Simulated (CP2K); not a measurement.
Runs of CP2K 2026.2 on W2C. Symmetry: P-3m1, No. 164, trigonal system. Conventional cell: a = 3.070 Å, b = 3.070 Å, c = 4.678 Å, α = 90.00°, β = 90.00°, γ = 120.00°. W (site symmetry 3m) has 3 C at 2.13 Å as nearest neighbours. C (site symmetry -3m) has 6 W at 2.13 Å as nearest neighbours. The cell comes from a database or a generator and needn't be the stable form of this composition.

```tsv
level	cutoff of the non-local correlation (Ry)	gap on the mesh (eV)	pressure (GPa)	largest force (eV/Å)
vdW-DF2	300	none	13.3	0.57
TPSS	-	none	-5.8	0.11
WC	-	none	-8.8	0.06
HLE16	-	none	(b)	2.17
PBEsol	-	none	-10.4	(a)
```

Alike in all rows: task atomic charges; potentials or basis POTENTIAL_UZH W GTH-PBE-q14, C GTH-PBE-q4; TZVP-MOLOPT-PBE-GTH basis; no spin polarisation; cell as given; k mesh 10 × 10 × 6; smearing fermi-dirac 0.05 eV.

Question: Estimate the missing entries.

Answer: (a) 0.12; (b) -66.3.

Caveats: the potentials were made for another functional, which shifts forces and pressure; the basis of atomic orbitals isn't converged, which shifts pressures, moduli and gaps; the potentials were made for a functional far from this one (some runs); the cell as given lies far from equilibrium (some runs).

A k mesh can miss the band edges, and the runs leave out spin-orbit coupling on W.

A gap of «none» marks a metal or a gap under the smearing width.

Runs at the PBE level aren't shown here.
